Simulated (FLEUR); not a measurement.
## free-standing square Cr monolayer, spacing 2.867 A: exchange couplings by hand from total energies

Aim: get Heisenberg couplings of free-standing square Cr monolayer, spacing 2.867 A from the energies of collinear orders, with pencil and paper, and test them on an order left out of the fit.

Main program and level: FLEUR MaX-R8.1; PBEsol; all-electron FLAPW film, Dirac cores, scalar-relativistic bands.

### Step 1. Starting point

The cell holds 1 atom: 1 Cr. Its edges and angles: a = 2.867 Å, b = 2.867 Å, c = 14.000 Å, α = 90.0°, β = 90.0°, γ = 90.0°. Model lattice. Vacuum lies along c.

### Step 2. The parallel order

All energies count from this run.

inpgen writes inp.xml from crystal.txt; cutoffs, mixing, functional, smearing and local orbitals are then set in the file. The k list default-1 (kpts.xml, not shown) is a Γ-centred 10×10×1 mesh; where the ranks do not divide the number of points, some are split in two of half the weight.

File inp.xml:

```
<?xml version="1.0" encoding="UTF-8" standalone="no"?>
<fleurInput fleurInputVersion="0.39">
   <comment>
      Cr
   </comment>
   <calculationSetup>
      <cutoffs Kmax="3.6" Gmax="10.8" GmaxXC="10.8" numbands="0"/>
      <scfLoop itmax="120" minDistance="0.00002" maxIterBroyd="15" imix="Anderson" alpha="0.03" precondParam="0.0" spinf="2.0" sdNocoIR="T"/>
      <coreElectrons ctail="T" frcor="F" kcrel="0" coretail_lmax="0"/>
      <xcFunctional name="PBEs" relativisticCorrections="F"/>
      <magnetism jspins="2"/>
      <soc l_soc="F" theta="0.0" phi="0.0" spav="F"/>
      <expertModes spex="0" secvar="F"/>
      <geometryOptimization l_f="F" forcealpha="1.0" forcemix="BFGS" epsdisp="0.00001" epsforce="0.00001"/>
      <ldaU l_linMix="F" mixParam="0.05" spinf="1.0"/>
   </calculationSetup>
   <cell>
      <bzIntegration valenceElectrons="14.0" mode="hist" fermiSmearingEnergy="0.00183747">
         <kPointListSelection listName="default-1"/>
         <xi:include xmlns:xi="http://www.w3.org/2001/XInclude" href="kpts.xml"> </xi:include>
      </bzIntegration>
      <xi:include xmlns:xi="http://www.w3.org/2001/XInclude" href="sym.xml"> </xi:include>
      <filmLattice scale="1.0" dVac="5.94" dTilda="8.44">
         <bravaisMatrixFilm>
            <row-1>    5.4178447992281997     0.0000000000000000</row-1>
            <row-2>    0.0000000000000000     5.4178447992281997</row-2>
         </bravaisMatrixFilm>
         <vacuumEnergyParameters vacuum="1" spinUp="-.25" spinDown="-.25"/>
      </filmLattice>
   </cell>
   <atomSpecies>
      <species name="Chromium (2.500" element="Cr" atomicNumber="24">
         <mtSphere radius="2.57" gridPoints="849" logIncrement="0.014"/>
         <atomicCutoffs lmax="10" lnonsphr="8"/>
         <electronConfig flipSpins="F">
            <coreConfig>(1s1/2) (2s1/2) (2p1/2) (2p3/2)</coreConfig>
            <valenceConfig>(3s1/2) (3p1/2) (3p3/2) (4s1/2) (3d3/2) (3d5/2)</valenceConfig>
            <stateOccupation state="(4s1/2)" spinUp="0.5" spinDown="0.5"/>
            <stateOccupation state="(3d3/2)" spinUp="1.0" spinDown="1.0"/>
            <stateOccupation state="(3d5/2)" spinUp="2.75" spinDown="0.25"/>
         </electronConfig>
         <energyParameters s="4" p="4" d="3" f="4"/>
         <lo type="SCLO" l="0" n="3" eDeriv="0"/>
         <lo type="SCLO" l="1" n="3" eDeriv="0"/>
      </species>
   </atomSpecies>
   <atomGroups>
      <atomGroup species="Chromium (2.500">
         <filmPos label="                   1">.0000000000 .0000000000 .0000000000</filmPos>
         <force calculate="T" relaxXYZ="TTT"/>
      </atomGroup>
   </atomGroups>
   <output dos="F" band="F" slice="F">
      <bandDOS minEnergy="-.5*Htr" maxEnergy="0.5*Htr" sigma="0.015" storeEVData="T"/>
      <plotting iplot="0" polar="F">
         <plot TwoD="T" vec1="  1.0  0.0  0.0" vec2="  0.0  1.0  0.0" vec3="  0.0  0.0  1.0" zero="  0.0  0.0 -0.5" file="plot"/>
      </plotting>
      <moessbauerParams electricFieldGradient="F" isomerShift="F" coreHyperfine="F" valenceHyperfine="F"/>
   </output>
</fleurInput>
```

File crystal.txt:

```
Cr
&input film=T cartesian=F /
2.86700000000  0.00000000000  0.00000000000
0.00000000000  2.86700000000  0.00000000000
0.00000000000  0.00000000000  1.00000000000
1.8897261246
1.0 1.0 1.0

1
24 0.00000000000  0.00000000000  0.00000000000 : 2.500

&kpt div1=10 div2=10 div3=1 gamma=T /
```

Launch:

```console
$ OMP_NUM_THREADS=1 inpgen -f crystal.txt > inpgen.log  # inp.xml is then edited as shown
$ OMP_NUM_THREADS=1 mpirun -n 4 fleur_MPI > fleur.log
```

What it wrote:

```text
Welcome to FLEUR        (www.flapw.de)
      MaX-Release 8.1          (www.max-centre.eu)

 ========== k-point set info ==========
 Selected k-point list: default-1
 k-point list type: mesh
 0 x 0 x 0
 Number of k points: 24

 [... set-up left out ...]
 Iteration:     1   Distance:      20.96589421 me/bohr^3
 Iteration:     2   Distance:      16.50692494 me/bohr^3
 Iteration:     3   Distance:      15.49160662 me/bohr^3
 Iteration:     4   Distance:      17.23104060 me/bohr^3
 Iteration:     5   Distance:      10.89263681 me/bohr^3
[...]
<sumOfEigenvalues value="     -621.0500247748">
               <coreElectrons value="-604.3345296150"/>
               <valenceElectrons value="-16.7154951597"/>
            </sumOfEigenvalues>
         [... left out ...]
            <freeEnergy value="-1049.7225790145"/>
            <extrapolationTo0K value="-1049.7224227390"/>
         </totalEnergy>
         <densityConvergence units="me/bohr^3">
            <chargeDensity spin="1" distance="0.0000169284"/>
            <chargeDensity spin="2" distance="0.0000073323"/>
            <overallChargeDensity distance="0.0000185465"/>
            <spinDensity distance="0.0000183492"/>
         </densityConvergence>
      </iteration>
```

Wall time 24 s (4 MPI ranks of Arm Neoverse V1, shared host); peak memory 0.23 GiB.

Spin moment in the muffin-tin sphere by atom:

| atom | spin moment in the muffin-tin sphere (μB) |
| --- | --- |
| Cr1 | 4.34 |

This step gave:

* free energy: -28564.4065 eV
* program's band gap on this mesh (in a metal only a level spacing): 0.07970 eV
* magnetization: 5.024 μB
* final state: ferromagnetic

After 28 cycles the largest moment stands at 4.34 μB.

### Step 3. The orders used for the fit

The other orders were run with the same settings, on meshes that hold the same points. Free energies are divided by the number of Cr atoms; q is in fractions of the reciprocal vectors of the first run's cell.

| order | atoms | mesh | free energy (eV) | eV per Cr | largest moment (μB) |
| --- | --- | --- | --- | --- | --- |
| F + | 1 | 10×10×1 | -28564.4065 | -28564.4065 | 4.34 |
| AF q=(0,1/2,0) +- | 2 | 10×5×1 | -57129.4198 | -28564.7099 | 4.18 |

### Step 4. Counting neighbours

With E = −Σ J e_i·e_j over ordered pairs of unit vectors, turning a neighbour from parallel to opposed costs 2J a Cr atom. So an order lies 2 Σ n J over the parallel one, n being the opposed neighbours in each shell.

| shell | distance (Å) | neighbours | opposed in AF q=(0,1/2,0) +- | opposed in AF q=(1/2,1/2,0) +- |
| --- | --- | --- | --- | --- |
| J1 | 2.87 | 4 | 2 | 4 |
| J2 | 4.05 | 4 | 4 | 0 |

Only J1 is kept.

### Step 5. Solving

```
2 × 2 × J1 = -303.4 meV    (AF q=(0,1/2,0) +-)
J1 = -75.85 meV
```

### Step 6. The test

The couplings now give the orders that were left out:

```
2 × 4 × (-75.85) = -606.8 meV    (AF q=(1/2,1/2,0) +-)
```

The runs themselves:

| order | atoms | mesh | free energy (eV) | eV per Cr | largest moment (μB) | over the parallel order (meV) | foretold (meV) |
| --- | --- | --- | --- | --- | --- | --- | --- |
| AF q=(1/2,1/2,0) +- | 2 | 5×10×1 | -57129.5967 | -28564.7984 | 3.99 | -391.8 | -606.8 |

### Step 7. One more shell

One try is to add the next shell, though changing moments can also cause the miss. Both differences then fix both couplings, and no order is left for a test.

```
2 × 2 × J1 + 2 × 4 × J2 = -303.4 meV    (AF q=(0,1/2,0) +-)
2 × 4 × J1 = -391.8 meV    (AF q=(1/2,1/2,0) +-)
J1 = -48.98 meV
J2 = -13.44 meV
```

### Step 8. What came out

* effective coupling of the reversed pairs, counted on J1 (Cr–Cr at 2.87 Å): -75.8 meV
* largest miss on the orders left out: 215 meV
* J1 with two shells: -49.0 meV
* J2 with two shells: -13.4 meV

**Reading.** The model misses the order left out by 215 meV, 55 % of the largest distance from the parallel order, so it fails: these couplings alone don't describe the crystal. With the next shell added the couplings are J1 = -48.98 and J2 = -13.44 meV, untested. The largest moments of the orders differ by 8.0 % of the greatest. One difference fixes one number: it sums all reversed shells and need not be the coupling of the nearest one, even in sign.

[Logs and program files are shortened in this print: banners, set-up blocks, solver, clock and traceback lines can be left out without a mark of their own.]

[Logs are printed without paths, hosts, clocks, repeated set-up lines and the standing remarks that a program may print on its own settings, such as how far it seeks lower states.]

[Hosts, paths, dates, database ids (printed as entryN), source tags and the programs' standing remarks are cut or masked in the printed files.]

[Where a cell is said to come from a database of computed structures, the database is the Materials Project.]
